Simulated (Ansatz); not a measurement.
Isomers of C4H9N, relaxed with PBE0-D4/def2-TZVP in Ansatz; electronic energies, one conformer each and not always the lowest. Functionals use def2-TZVPP; CBS adds triple-zeta CCSD(T) − MP2 to the MP2 limit of def2-TZVPP and def2-QZVPP.

**Question.** Order them by energy at frozen-core CCSD(T)/CBS, lowest first. (Best estimate.)
A. `CC(C)=CN`
B. `CN1CCC1`
C. `NC1CCC1`
D. `CC1CCN1`
E. `C1CCNC1`

**Answer.** E (0.0 kJ/mol), A (10.5 kJ/mol), C (48.1 kJ/mol), D (71.4 kJ/mol), B (96.0 kJ/mol).

**Question.** How do MP2/CBS(def2), B2PLYP, PBE-D4, ωB97M-V place them (kJ/mol, against `C1CCNC1`)? (An estimate is asked.)

**Answer.** The calculation gave: 
```json
{"isomer": "`NC1CCC1`", "MP2/CBS(def2)": "46.9", "B2PLYP": "48.3", "PBE-D4": "45.6", "ωB97M-V": "46.6"}
{"isomer": "`CC(C)=CN`", "MP2/CBS(def2)": "12.0", "B2PLYP": "-0.7", "PBE-D4": "1.2", "ωB97M-V": "11.6"}
{"isomer": "`CC1CCN1`", "MP2/CBS(def2)": "72.8", "B2PLYP": "70.1", "PBE-D4": "67.8", "ωB97M-V": "68.5"}
{"isomer": "`CN1CCC1`", "MP2/CBS(def2)": "97.4", "B2PLYP": "91.1", "PBE-D4": "88.0", "ωB97M-V": "92.5"}
```
